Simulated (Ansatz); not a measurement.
Crystal: Al2Cu.

```
Cu Al
1.0
     4.10518    0.00000    0.00000
     0.00000    4.10518    0.00000
     0.00000    0.00000    2.89131
Cu Al
1 2
Direct
  0.00000 0.00000 0.00000
  0.00000 0.50000 0.50000
  0.50000 0.00000 0.50000
```

The cell comes from a database or a generator and needn't be the stable form of this composition.

| Quantity | Value |
| --- | --- |
| Program | Ansatz 0.2.0 |
| Task | relaxation of cell and atoms |
| Functional | BLYP |
| Potentials or basis | Ansatz PAW |
| Cutoff | 420 eV (not typed: the program's choice for these potentials) |
| k mesh | 7 × 7 × 9 |
| Occupations | fermi-dirac, width 0.05 eV |
| Spin | no spin polarisation |

At the start: volume 16.24 Å³/atom.

Problem. How do energy, volume and symmetry change on relaxing?

Solution. It ends after 5 steps and the volume is 17.10 Å³/atom (+5.3 %); space group P4/mmm (No. 123, to 0.05 Å).

Step by step:
```csv
step,energy change (eV),largest force (eV/Å),volume (Å³)
1,0.0000,0.0000,48.73
2,-0.0262,0.0000,50.24
3,-0.0309,0.0000,51.18
4,-0.0309,0.0000,51.29
5,-0.0323,0.0000,51.29
```

Final structure:
```cif
data_structure
_symmetry_space_group_name_H-M 'P 1'
_symmetry_Int_Tables_number 1
_cell_length_a 4.1624
_cell_length_b 4.1624
_cell_length_c 2.9605
_cell_angle_alpha 90.000
_cell_angle_beta 90.000
_cell_angle_gamma 90.000
_cell_volume 51.29
loop_
_atom_site_label
_atom_site_type_symbol
_atom_site_fract_x
_atom_site_fract_y
_atom_site_fract_z
_atom_site_occupancy
Cu1 Cu 0.00000 0.00000 0.00000 1
Al1 Al 0.00000 0.50000 0.50000 1
Al2 Al 0.50000 0.00000 0.50000 1
```

Caveat: the plane-wave basis is chosen anew once the cell has moved, so the energies of steps on either side of that aren't comparable; the PAW data sets come from PBE, with cores solved anew for the run's functional, which leaves a small shift of forces and pressure.
